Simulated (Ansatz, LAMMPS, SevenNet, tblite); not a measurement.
# Bulk modulus of antifluorite Li2O: levels of theory against measurement

Reference value: 89 GPa (measured, low temperature, extrapolated to 0 K; zero-point effect not removed; as tabulated in Shukla et al. (1998), arXiv:cond-mat/9803380).

```
level (code)                                value (GPa)  cell (Å³/atom)  difference (%)
------------------------------------------  -----------  --------------  --------------
ionic model bush1994 (shell model, LAMMPS)          116            8.21             +30
GFN2-xTB (tblite)                                  38.7           10.05             -57
SevenNet-l3i5                                      77.5            8.39           -12.9
LDA (Ansatz)                                       94.0            7.56            +5.6
PBE (Ansatz)                                       79.4            8.25           -10.8
```

Once the reference is moved by up to 5.3 % (a margin picked here for doubts on the reference and the settings, and for temperature and zero-point motion) and values within 1.7 % count as equal, the nearest can be LDA (+5.6 %) or PBE (-10.8 %). Farthest off among them: GFN2-xTB (-57 %).

The measured value isn't corrected to a static lattice, so vibrations enter the comparison.  GFN2-xTB: the method was fitted mainly to molecules. GFN2-xTB: the run uses a supercell at the zone centre in place of a k mesh. Each level is taken at its own relaxed cell. Ansatz's density-functional and Hartree–Fock values are scalar-relativistic unless marked +SOC, with PAW data made under PBE.

Empirical potentials (ionic model bush1994) are fitted to chosen data: where that held the value shown, agreement is built in, and what lay outside the fit can be far off. Machine-learned potentials (SevenNet-l3i5) are trained on DFT data: a solid inside that data is no test of them.

Differences are worked out from the printed values.

Ansatz is a first-principles code.
